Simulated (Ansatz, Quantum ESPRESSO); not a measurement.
# 2H-WSe2, 1 layer: the energy at a withheld member of a series

**Set-up.** Quantum ESPRESSO 7.5, PBE, GBRV ultrasoft. Cell and atoms are first relaxed; each strained cell is then held and the atoms relax in it. A periodic run with 15 Å of vacuum in the starting cell gives the vacuum levels, and bands follow along a path. The series steps biaxial strain. Energies count from the lowest.

| biaxial strain | energy (eV) |
| --- | --- |
| -4 % | 0.1533 |
| -3 % | 0.0853 |
| -1 % | 0.0099 |
| 0 % | 0.0000 |
| 1 % | 0.0072 |
| 2 % | 0.0302 |
| 3 % | 0.0684 |
| 4 % | 0.1208 |

To predict: What is the energy at −2 %?

By hand: The rows at -3 % and -1 % give a slope of (0.0099 − (0.0853))/(−1 − (−3)) = −0.0377, so a straight line gives 0.0476 eV. A parabola through these and the row at -4 % gives 0.0375 eV.

**Check.** 0.0379 eV. The line misses by +0.0097 and the parabola by −0.0004 eV. The parabola does better.

**Limits.** Semilocal gaps are too small; the 1×1 cell can't ripple over many cells under compression as a free sheet would. No spin-orbit coupling.
